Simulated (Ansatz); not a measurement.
# TaInSe3 (model cell, started as cubic perovskite with Ta in the octahedra): a soft mode frozen in

Wanted: the energy along a soft mode of TaInSe3 (model cell, started as cubic perovskite with Ta in the octahedra) and the structure at the end.

Program: Ansatz 0.2.0. Level of theory: DFT PBEsol, scalar-relativistic, plane waves, PAW. Results are calculated unless marked as measured.

The structure was built from a prototype and need not be the compound's stable phase.

## (1) Set-up

Symmetry: Pm-3m, No. 221, cubic system. The conventional cell has a = 5.019 Å, b = 5.019 Å, c = 5.019 Å, α = 90.00°, β = 90.00°, γ = 90.00°. Nearest to In lie 12 Se at 3.55 Å. Nearest to Ta lie 6 Se at 2.51 Å. Nearest to Se lie 2 Ta at 2.51 Å. Farther neighbours and most contacts between anions are not listed.

## (2) Phonons on a q mesh

The cell comes from relaxations at this level that are not shown. Stability and thermal properties need the whole zone. Linear response on a 2×2×2 q mesh gives force constants as far as a supercell of that size would.

File input.yaml:

```yaml
crystal:
  lattice:
    - [5.019252156, 0.0, 0.0]
    - [0.0, 5.019252156, 0.0]
    - [0.0, 0.0, 5.019252156]
  atoms:
    - { symbol: In, position: [0.0, 0.0, 0.0] }
    - { symbol: Ta, position: [0.5, 0.5, 0.5] }
    - { symbol: Se, position: [0.5, 0.5, 0.0] }
    - { symbol: Se, position: [0.5, 0.0, 0.5] }
    - { symbol: Se, position: [0.0, 0.5, 0.5] }
kpoints:
  mp_grid: { grid: [6, 6, 6] }
hamiltonian:
  xc: pbesol
scf:
  occupations: { method: methfessel_paxton, width: 0.15 }
output:
  eigenvalues: true
phonons:
  method: dfpt
  qmesh: [2, 2, 2]
  temperatures: { t_max: 1000, t_step: 50 }
  qpath:
    path:
      - [[0.0, 0.0, 0.0], [0.0, 0.5, 0.0], [0.5, 0.5, 0.0], [0.0, 0.0, 0.0], [0.5, 0.5, 0.5], [0.0, 0.5, 0.0]]
      - [[0.5, 0.5, 0.5], [0.5, 0.5, 0.0]]
    npoints: 10
```

Command:

```console
> ansatz run input.yaml --threads 8 --pin off --max-ram 14336MiB --backend cpu --events-out ev --progress --plain --runs-dir out
```

Numbers of over 12 decimals in the logs are rounded to 6 here.

The log of the run:

```text
Engine: ansatz 0.2.0, aarch64-unknown-linux-gnu
Pseudopotentials: kind: paw
Pseudopotential: In, paw, valence charge 13, recommended cutoff 420 eV (normal), In.paw.azcp
Pseudopotential: Ta, paw, valence charge 13, recommended cutoff 420 eV (normal), Ta.paw.azcp
Pseudopotential: Se, paw, valence charge 16, recommended cutoff 420 eV (normal), Se.paw.azcp
Functional definition: PBEsol
  exchange = pbesol_x
  correlation = pbesol_c
Crystal: 5 atoms, lattice volume = 126.449 Å³
Basis set: ecut = 420 eV, 2517 PW (Γ), exchange–correlation on 72×72×72 points (8 copies of the dense FFT grid, shifted against one another)
Bands: 45, of which v1, the nominal top of the filled ones, is band 37 counted from 1 (36 counted from 0)
Symmetry: 48 space group operations
k-points: 20 of 216
Non-local potential: In, projectors of the file, l = 0: 2, l = 1: 2, l = 2: 2, l = 3: 2
Non-local potential: Ta, projectors of the file, l = 0: 3, l = 1: 2, l = 2: 2, l = 3: 1
Non-local potential: Se, projectors of the file, l = 0: 2, l = 1: 2, l = 2: 3, l = 3: 1
PAW form: soft (Blöchl's): semilocal exchange-correlation on the pseudo side does not see the compensation charge
PAW frozen core: In, regenerated for the run's functional, and the local potential with it (the file was generated under x = pbe(κ = 0.804, μ = 0.219515), c = pbe(β = 0.066725))
PAW frozen core: Ta, regenerated for the run's functional, and the local potential with it (the file was generated under x = pbe(κ = 0.804, μ = 0.219515), c = pbe(β = 0.066725))
PAW frozen core: Se, regenerated for the run's functional, and the local potential with it (the file was generated under x = pbe(κ = 0.804, μ = 0.219515), c = pbe(β = 0.066725))
PAW one-centre angular grid: In, 590 points (default); XC on 64 Gauss nodes
PAW one-centre angular grid: Ta, 590 points (default); XC on 64 Gauss nodes
PAW one-centre angular grid: Se, 590 points (default); XC on 64 Gauss nodes
Initial density: superposition of atomic densities (neutral atoms: chi_scale 0, normalization atom), corrected by the library's trained network
Initial wavefunctions: pseudopotential atomic-orbital guess
Functional: x = pbesol(κ = 0.804, μ = 0.123457), c = pbesol(β = 0.046)
SCF iter   1: F=—  HF=-31606.297952 eV  |F-HF|=—  |Δ(HF+E_count)|=         —  Δρ=3.77e-3  dr2=3.73e-2  ethr=1.77e-3  ⟨swp⟩=6.8  Hψ=3266  notcnv=0
preconditioner: auto → Resta (q_TF=auto, 2.495 Å⁻¹)  ε∞=4.5  [insulator: Δε(μ)=0.297 eV  Ē_g=10.562 eV  σ=0.150 eV  W_gap=0.93  n_scr=26 (ndim 8)  ℏωp=19.8 eV  f_vac=0.021  D(μ)=0.21/eV (n_scr^D=0)  ε∞_Penn≈4.5]
SCF iter   2: F=—  HF=-31606.290966 eV  |F-HF|=—  |Δ(HF+E_count)|=   6.99e-3  S|Δr|=    0.00e0  Δρ=1.81e-3  dr2=6.84e-3  ethr=5.05e-5  ⟨swp⟩=2.3  Hψ=1320  notcnv=0
SCF iter   3: F=—  HF=-31606.289206 eV  |F-HF|=—  |Δ(HF+E_count)|=   1.76e-3  S|Δr|=    0.00e0  Δρ=6.51e-4  dr2=1.32e-3  ethr=9.24e-6  ⟨swp⟩=2.0  Hψ=1073  notcnv=0  defer=3
SCF iter   4: F=—  HF=-31606.288929 eV  |F-HF|=—  |Δ(HF+E_count)|=   2.77e-4  S|Δr|=    0.00e0  Δρ=2.26e-4  dr2=1.07e-4  ethr=1.78e-6  ⟨swp⟩=2.0  Hψ=1063  notcnv=0  defer=3
SCF iter   5: F=—  HF=-31606.288914 eV  |F-HF|=—  |Δ(HF+E_count)|=   1.54e-5  S|Δr|=    0.00e0  Δρ=1.08e-4  dr2=1.38e-5  ethr=1.45e-7  ⟨swp⟩=2.0  Hψ=1576  notcnv=0  defer=3
SCF iter   6: F=—  HF=-31606.288919 eV  |F-HF|=—  |Δ(HF+E_count)|=   5.32e-6  S|Δr|=    0.00e0  Δρ=2.18e-5  dr2=5.23e-7  ethr=1.87e-8  ⟨swp⟩=2.9  Hψ=1648  notcnv=0  defer=3
SCF iter   7: F=—  HF=-31606.288916 eV  |F-HF|=—  |Δ(HF+E_count)|=   3.29e-6  S|Δr|=    0.00e0  Δρ=4.89e-6  dr2=2.47e-8  ethr=7.07e-10  ⟨swp⟩=2.0  Hψ=1212  notcnv=0  defer=3
SCF iter   8: F=—  HF=-31606.288916 eV  |F-HF|=—  |Δ(HF+E_count)|=   2.53e-8  S|Δr|=    0.00e0  Δρ=9.75e-7  dr2=1.35e-9  ethr=3.34e-11  ⟨swp⟩=2.0  Hψ=1224  notcnv=0  defer=3
SCF iter   9: F=—  HF=-31606.288916 eV  |F-HF|=—  |Δ(HF+E_count)|=  9.97e-10  S|Δr|=    0.00e0  Δρ=2.42e-7  dr2=9.58e-11  ethr=1.82e-12  ⟨swp⟩=2.0  Hψ=1585  notcnv=0  defer=3
SCF iter  10: F=—  HF=-31606.288916 eV  |F-HF|=—  |Δ(HF+E_count)|=  3.64e-11  S|Δr|=    0.00e0  Δρ=7.79e-8  dr2=1.07e-11  ethr=1.00e-12  ⟨swp⟩=10.3  Hψ=4478  notcnv=0
SCF iter  11: F=-31606.288916 eV  HF=-31606.288916 eV  |F-HF|=7.28e-12  |Δ(HF+E_count)|=    0.00e0  S|Δr|=    0.00e0  Δρ=1.58e-8  dr2=3.93e-13  ethr=1.00e-12  ⟨swp⟩=5.0  Hψ=3396  notcnv=0
SCF 1 converged in 11 iterations: F = -31606.288916 eV  dr2 = 3.93e-13
  greatest PAW one-centre occupation: 1.000 electrons in one spin orbital (limit 2), on the Se atom at site 3 (counted from 0), in its partial waves of l = 2
Initial density: read from a saved state, or passed on in memory by an earlier SCF of this step, an earlier step, the calling program or the single point that the run made first
iter 1 solved again at ethr=1.98e-7 eV; its pass at ethr=3.10e-3 eV (dr2=1.47e-4 eV) is discarded
SCF iter   1: F=—  HF=-31606.288915 eV  |F-HF|=—  |Δ(HF+E_count)|=         —  Δρ=4.59e-7  dr2=1.20e-10  ethr=1.98e-7  ⟨swp⟩=3.0  Hψ=5322  notcnv=0
eigensolver tolerance schedule: the retry pair's looser diagonalisation over-reported the residual by 1226704.17 of it (diagonalisation noise at an unbounded share of the residual, at the tolerance the schedule requests for it); recorded, not acted on — ethr = c·dr2/N_el stays at c = 1.0e-1
preconditioner: auto → Resta (q_TF=auto, 2.495 Å⁻¹)  ε∞=4.5  [insulator: Δε(μ)=0.296 eV  Ē_g=10.537 eV  σ=0.150 eV  W_gap=1.04  n_scr=26 (ndim 8)  ℏωp=19.8 eV  f_vac=0.020  D(μ)=-0.09/eV (n_scr^D=0)  ε∞_Penn≈4.5]
SCF iter   2: F=—  HF=-31606.288916 eV  |F-HF|=—  |Δ(HF+E_count)|=   7.84e-7  S|Δr|=    0.00e0  Δρ=2.30e-7  dr2=5.73e-11  ethr=1.00e-12  ⟨swp⟩=3.9  Hψ=2457  notcnv=0
SCF iter   3: F=—  HF=-31606.288916 eV  |F-HF|=—  |Δ(HF+E_count)|=  2.18e-11  S|Δr|=    0.00e0  Δρ=1.46e-7  dr2=1.27e-11  ethr=1.00e-12  ⟨swp⟩=1.0  Hψ=900  notcnv=0
SCF iter   4: F=-31606.288916 eV  HF=-31606.288916 eV  |F-HF|=7.28e-12  |Δ(HF+E_count)|=  7.28e-12  S|Δr|=    0.00e0  Δρ=1.01e-7  dr2=5.72e-12  ethr=1.00e-12  ⟨swp⟩=3.1  Hψ=1975  notcnv=0
SCF 2 converged in 4 iterations: F = -31606.288916 eV  dr2 = 5.72e-12
phonons: the bands overlap, so this run is a metal and interpolates without the dipole-dipole term. If the crystal is really an insulator or semiconductor, its LO-TO splitting is missing
NSCF: frozen V_eff on 20 k-points
NSCF: frozen V_eff on 64 k-points
DFPT response loops at q = (0, 0, 0) (fractional): preconditioner auto → Kerker (q_TF=auto, 2.495 Å⁻¹) (partly filled bands, converged f_vac=0.020); β = 1.00, the filter's whole step (`scf.mixing.beta` (0.50) is not read by the response loops under this deck's `scf.mixing.preconditioner`; to damp them name `kerker` or `kerker_dos`, under which they read `scf.mixing.beta`, and type it under 1.00, their step now; both keys bind the ground state too); Broyden in place of MSR1
NSCF: frozen V_eff on 128 k-points
DFPT response loops at q = (0, 0, -0.5) (fractional): mixed as the last ones told, above
NSCF: frozen V_eff on 128 k-points
DFPT response loops at q = (0, -0.5, -0.5) (fractional): mixed as the last ones told, above
NSCF: frozen V_eff on 128 k-points
DFPT response loops at q = (-0.5, -0.5, -0.5) (fractional): mixed as the last ones told, above
SCF converged after 11 iterations
Stability not checked: this state was not tested for a lower state beside it, because cold or Methfessel-Paxton smearing, or corrected tetrahedra, fill the levels in a way that the test cannot read (fill_not_monotonic; see scf.lower_state_search)
Free energy (F): -31606.288916 eV
Harris-Foulkes:  -31606.288916 eV  (|F-HF|=7.28e-12)
Internal energy: -31606.296040 eV  (E = F + TS)
E sigma→0 (E₀):  -31606.290697 eV
Entropy (-TS):   0.007124 eV (1.425 meV/atom)
Fermi energy:    9.195485 eV
Step filling:    the computed levels leave a gap of 0.2962 eV = 2.0 smearing widths at the electron count; against every level under it full and every level over it empty, smearing changes F+E_penalty+E_count by +1.807 meV and its σ→0 estimate by +0.026 meV
--- Per-component energies (eV) ---
  E_band       = -1374.841015
  E_kinetic    = 961.016578
  E_local      = -9597.017786  (includes V_loc(G=0)·N_el)
  E_nonlocal   = -1395.210894
  E_hartree    = 4503.994050
  E_xc         = -740.930590
  E_vxc        = -598.025795  (∫ρ·V_xc dr)
  E_paw        = -17953.431845  (= ΣΔE_a)
  E_vpaw       = 246.410396  (= ΣTr[D̂ρ^β])
  E_aug_tail   = -0.001649  (compensation charges beyond the density's cutoff)
  E_ewald      = -7388.188805
  E_core_change = 3.474900  (= ΣΔE_core)
  E_smearing   = 0.007124  (= −TS)
  E_closure    = -0.000000  (closes the sum)
  Σ components = -31606.288916   (vs F -31606.288916, Δ=0.00e0)
--- Band table (eV; the first three rows and the last of 20) ---
  k-point 0: bands = [... 33 lower, 7.8725, 8.3767, 8.3767, 8.3767, 8.3920, 8.3920, 8.3920, 10.7157, ... 4 higher]
  k-point 1: bands = [... 33 lower, 7.7335, 7.8138, 8.2466, 8.2466, 8.3873, 9.4599, 9.4599, 10.7262, ... 4 higher]
  k-point 2: bands = [... 33 lower, 7.4860, 8.3093, 8.3280, 8.3280, 8.4088, 10.5404, 10.5404, 10.7417, ... 4 higher]
  k-point 19: bands = [... 33 lower, 5.4114, 9.3707, 9.3707, 9.3707, 10.8226, 10.8226, 10.8226, 14.7938, ... 4 higher]
--- Phonons (Γ-DFPT): 4 representative perturbations + reference (Σ response iterations 12) ---
  ASR residual: 1.017e-4 → 0.000e0 eV/Å²; symmetrization residual: 4.311e-5 eV/Å²
  ASR residual per site (eV/Å²): 2.45e-5 1.02e-4 2.84e-5 2.84e-5 2.84e-5
  Γ frequencies (cm⁻¹): -31.20 -31.20 -31.20 0.00 0.00 0.00 51.57 51.57 51.57 59.30 59.30 59.30 225.01 225.01 225.01
--- Phonons (arbitrary-q DFPT): 4 irreducible q on the 2×2×2 mesh ---
  q = [0.0000, 0.0000, 0.0000] (star 1, of the zone-centre solve; hermiticity 7.22e-6, symmetrization 9.32e-12): -31.20 -31.20 -31.20 -0.00 -0.00 0.00 51.57 51.57 51.57 59.30 59.30 59.30 225.01 225.01 225.01
  q = [0.0000, 0.0000, -0.5000] (star 3, 9 solved perturbations in 504 linear systems a pass and spin channel, the states on 64 of 216 k-point pairs; hermiticity 1.26e-6, symmetrization 2.68e-12): -19.84 -19.84 18.37 18.37 40.68 49.09 49.09 74.61 79.43 79.43 83.27 145.46 223.57 223.57 267.16
  q = [0.0000, -0.5000, -0.5000] (star 3, 9 solved perturbations in 504 linear systems a pass and spin channel, the states on 64 of 216 k-point pairs; hermiticity 7.27e-6, symmetrization 3.57e-13): -71.42 -26.86 -26.86 -8.76 -5.91 75.00 75.00 75.59 75.59 121.57 147.30 147.30 160.75 220.59 283.25
  q = [-0.5000, -0.5000, -0.5000] (star 1, 4 solved perturbations in 184 linear systems a pass and spin channel, the states on 64 of 216 k-point pairs; hermiticity 6.93e-8, symmetrization 7.64e-12): -70.01 -70.01 -70.01 -19.91 -19.91 -19.91 106.80 106.80 116.57 116.57 116.57 146.69 146.69 146.69 299.46
  sum rule: each row above includes the acoustic sum rule's correction from the zone centre's row sums; it moved no ω² by more than (0.39 cm⁻¹)²
  mesh force constants: q→R imaginary residual 4.34e-18; ASR residual 1.017e-4 → 0.000e0 eV/Å²; symmetrization residual 1.421e-14 eV/Å²
  interpolated dispersion: 62 rows × 15 modes
  density of states and harmonic sums: on the 12×12×12 q-mesh, interpolated from the force constants of a 2×2×2 supercell (no non-analytic term)
  largest difference from the sums on the solved wave vectors: F 9.50e-2 eV, S 1.23e-4 and C_V 2.81e-5 eV/K
  zero-point energy: 0.082107 eV/cell   skipped modes (ω ≤ 0): 326, of them read as no rigid motion or as one in doubt: 323 (3.802e0 modes/cell left out, lowest -71.42 cm⁻¹)   left out of the sums: 2.54e-1 of the cell's modes: C_V's classical limit lies that fraction below 3 k_B per atom; for a crystal, a wire or a layer, F and S can be off by more, and a phonons.interpolated_qmesh denser along its periods is the remedy for the sampling
```

Run time: 6.8 min. Hardware: 8 threads of Arm Neoverse N1, shared host; peak memory 1.5 GiB; 30 min of CPU time.

This step gave:

```yaml
volume_per_atom: 25.29 Å³
gap_on_the_k_mesh: 0 eV
sum_rule_residual_before_enforcement: 1.02e-4 eV/Å²
lowest_frequency_on_the_path: -71.42 cm⁻¹
point_group: m-3m
highest_frequency_on_the_path_or_at_a_solved_wavevector: 299.5 cm⁻¹
highest_optical_mode_at_the_zone_centre_no_lo_to_term: 225.0 cm⁻¹
lowest_optical_zone_centre_mode: -31.2 cm⁻¹
lowest_mode_on_the_q_mesh_acoustic_modes_at_gamma_apart: -71.42 cm⁻¹
```

Frequencies (cm⁻¹) solved at each irreducible wavevector; negative means imaginary. Frequencies by wavevector, by row:

| q in reciprocal lattice units | star | mode 1 | mode 2 | mode 3 | mode 4 | mode 13 | mode 14 | mode 15 |
| --- | --- | --- | --- | --- | --- | --- | --- | --- |
| 0 0 0 | 1 | -31.2 | -31.2 | -31.2 | 0 | 225 | 225 | 225 |
| 0 0 -0.5 | 3 | -19.8 | -19.8 | 18.4 | 18.4 | 223.6 | 223.6 | 267.2 |
| 0 -0.5 -0.5 | 3 | -71.4 | -26.9 | -26.9 | -8.8 | 160.8 | 220.6 | 283.2 |
| -0.5 -0.5 -0.5 | 1 | -70 | -70 | -70 | -19.9 | 146.7 | 146.7 | 299.5 |

Interpolated from a 2×2×2 q mesh. The phonon branches at the labelled points (cm⁻¹):

| point | branch 1 | branch 2 | branch 3 | branch 4 | branch 12 | branch 13 | branch 14 | branch 15 |
| --- | --- | --- | --- | --- | --- | --- | --- | --- |
| Γ | -31 | -31 | -31 | 0 | 59 | 225 | 225 | 225 |
| halfway | -25 | -25 | 18 | 18 | 108 | 224 | 224 | 245 |
| X | -20 | -20 | 18 | 18 | 146 | 224 | 224 | 267 |
| halfway | -39 | -23 | -15 | 6 | 146 | 196 | 222 | 276 |
| M | -71 | -27 | -27 | -9 | 147 | 161 | 221 | 283 |
| halfway | -21 | -18 | -14 | -7 | 110 | 209 | 223 | 262 |
| Γ | -31 | -31 | -31 | 0 | 59 | 225 | 225 | 225 |
| halfway | -22 | -21 | -21 | -17 | 111 | 200 | 200 | 278 |
| R | -70 | -70 | -70 | -20 | 147 | 147 | 147 | 300 |
| halfway | -41 | -37 | -21 | -21 | 147 | 178 | 191 | 288 |
| X | -20 | -20 | 18 | 18 | 146 | 224 | 224 | 267 |
| jump to R | -70 | -70 | -70 | -20 | 147 | 147 | 147 | 300 |
| halfway | -71 | -40 | -40 | -22 | 147 | 147 | 174 | 295 |
| M | -71 | -27 | -27 | -9 | 147 | 161 | 221 | 283 |

Symmetry leaves 4 wavevectors to solve. The lowest mode among them, the acoustic zeros apart, lies at q = (0, -0.5, -0.5) and is imaginary, 71.4i cm⁻¹, so the energy falls along it.

## (3) The mode frozen in, largest atomic shift 0 Å

The mode followed lies at q = (0, -0.5, -0.5) with frequency 71.4i cm⁻¹, the softest among the wavevectors solved. At small amplitude the distorted cell has space group no. 127 by a symmetry search on the positions. The undistorted cell that holds it gives the zero of energy on the same k mesh.

System of this step: TaInSe3 (model cell, started as cubic perovskite with Ta in the octahedra). Symmetry: Pm-3m, No. 221, cubic system. The conventional cell has a = 5.019 Å, b = 5.019 Å, c = 5.019 Å, α = 90.00°, β = 90.00°, γ = 90.00°. Nearest to In lie 12 Se at 3.55 Å. Ta has 6 Se at 2.51 Å nearest. Nearest to Se lie 2 Ta at 2.51 Å. Se has 2 Ta at 2.51 Å nearest. Farther neighbours and most contacts between anions are not listed.

File input.yaml:

```yaml
crystal:
  lattice:
    - [-5.019252156, 0.0, 0.0]
    - [0.0, -5.019252156, -5.019252156]
    - [0.0, -5.019252156, 5.019252156]
  atoms:
    - { symbol: In, position: [1.0, 0.5, 0.5] }
    - { symbol: In, position: [1.0, 1.0, 1.0] }
    - { symbol: Ta, position: [0.5, 0.0, 0.5] }
    - { symbol: Ta, position: [0.5, 0.5, 0.0] }
    - { symbol: Se, position: [0.5, 0.25, 0.25] }
    - { symbol: Se, position: [0.5, 0.75, 0.75] }
    - { symbol: Se, position: [0.5, 0.25, 0.75] }
    - { symbol: Se, position: [0.5, 0.75, 0.25] }
    - { symbol: Se, position: [0.0, 0.0, 0.5] }
    - { symbol: Se, position: [0.0, 0.5, 0.0] }
kpoints:
  mp_grid: { grid: [6, 4, 4] }
hamiltonian:
  xc: pbesol
scf:
  occupations: { method: methfessel_paxton, width: 0.15 }
output:
  forces: true
  stress: true
  eigenvalues: true
```

The log of the run:

```text
[...]
Crystal: 10 atoms, lattice volume = 252.899 Å³
Basis set: ecut = 420 eV, 4981 PW (Γ), exchange–correlation on 72×96×96 points (8 copies of the dense FFT grid, shifted against one another)
Bands: 89, of which v1, the nominal top of the filled ones, is band 74 counted from 1 (73 counted from 0)
Symmetry: 32 space group operations
[...]
k-points: 24 of 96
[...]
k-point 0: bands = [... 70 lower, 8.3850, 8.3858, 8.3858, 8.3920, 8.3946, 8.3946, 9.3593, 10.7259, ... 11 higher]
  k-point 1: bands = [... 70 lower, 7.7733, 7.9975, 8.0191, 8.9688, 9.1722, 9.1898, 9.3755, 10.7938, ... 11 higher]
  k-point 2: bands = [... 70 lower, 8.1553, 8.1553, 8.3264, 8.3264, 10.0414, 10.0414, 10.1451, 10.1451, ... 11 higher]
  k-point 23: bands = [... 70 lower, 7.2341, 7.2341, 9.3525, 9.3525, 11.1318, 11.1318, 11.1829, 11.1829, ... 11 higher]
[key lines of the parts left out:]
SCF converged after 6 iterations
Free energy (F): -63212.538232 eV
Fermi energy:    9.171656 eV
P = ⅓ Tr σ = 0.0401 GPa (0.401 kbar)
```

Wall time 12 s (8 threads); peak memory 1.4 GiB; 57 s of CPU time.

This step gave:

```
pressure                         : 0.04006 GPa
energy from the undistorted cell : 0 meV/atom
```

The run ends at a pressure of 0.04 GPa.

## (4) The mode frozen in, largest atomic shift 0.6 Å

The atoms are moved along the unstable eigenvector, the largest shift by 0.6 Å, with the cell fixed.

input.yaml, the sections that differ from step 3:

```yaml
crystal:
  lattice:
    - [-5.019252156, 0.0, 0.0]
    - [0.0, -5.019252156, -5.019252156]
    - [0.0, -5.019252156, 5.019252156]
  atoms:
    - { symbol: In, position: [1.0, 0.5, 0.5] }
    - { symbol: In, position: [1.0, 1.0, 1.0] }
    - { symbol: Ta, position: [0.5, 0.0, 0.5] }
    - { symbol: Ta, position: [0.5, 0.5, 0.0] }
    - { symbol: Se, position: [0.5, 0.3097698603, 0.3097698603] }
    - { symbol: Se, position: [0.5, 0.6902301397, 0.6902301397] }
    - { symbol: Se, position: [0.5, 0.1902301397, 0.8097698603] }
    - { symbol: Se, position: [0.5, 0.8097698603, 0.1902301397] }
    - { symbol: Se, position: [0.0, 0.0, 0.5] }
    - { symbol: Se, position: [0.0, 0.5, 0.0] }
# kpoints, hamiltonian, scf, output: as in step 3
```

The log of the run:

```text
[...]
Crystal: 10 atoms, lattice volume = 252.899 Å³
Basis set: ecut = 420 eV, 4981 PW (Γ), exchange–correlation on 72×96×96 points (8 copies of the dense FFT grid, shifted against one another)
Bands: 89, of which v1, the nominal top of the filled ones, is band 74 counted from 1 (73 counted from 0)
Symmetry: 16 space group operations
[...]
k-points: 24 of 96
[...]
k-point 0: bands = [... 70 lower, 8.0543, 8.3687, 8.4675, 8.4675, 8.5179, 8.5179, 8.7423, 10.1136, ... 11 higher]
  k-point 1: bands = [... 70 lower, 7.6155, 7.7716, 8.3976, 8.9279, 8.9736, 9.0676, 9.5546, 10.5702, ... 11 higher]
  k-point 2: bands = [... 70 lower, 7.4610, 7.4610, 9.0148, 9.0148, 9.6565, 9.6565, 9.9872, 9.9872, ... 11 higher]
  k-point 23: bands = [... 70 lower, 7.3187, 7.3187, 9.4069, 9.4069, 10.1370, 10.1370, 11.1345, 11.1345, ... 11 higher]
[key lines of the parts left out:]
SCF converged after 6 iterations
Free energy (F): -63213.121909 eV
Fermi energy:    9.131603 eV
P = ⅓ Tr σ = -2.7668 GPa (-27.668 kbar)
```

It took 11 s on 8 threads; peak memory 1.4 GiB.

Numbers from this step:

| Property | Result |
| --- | --- |
| pressure | -2.767 GPa |
| energy from the undistorted cell | -58.31 meV/atom |

The energy, extrapolated to zero smearing, is -58.31 meV/atom against the undistorted cell.

The run ends at a pressure of -2.77 GPa, with forces up to 0.14 eV/Å.

(Part 1 of 2 ends here.)

[Logs are printed without paths, hosts, clocks, repeated set-up lines and the standing remarks that a program may print on its own settings, such as how far it seeks lower states.]

[Hosts, paths, dates, database ids (printed as entryN), source tags and the programs' standing remarks are cut or masked in the printed files.]
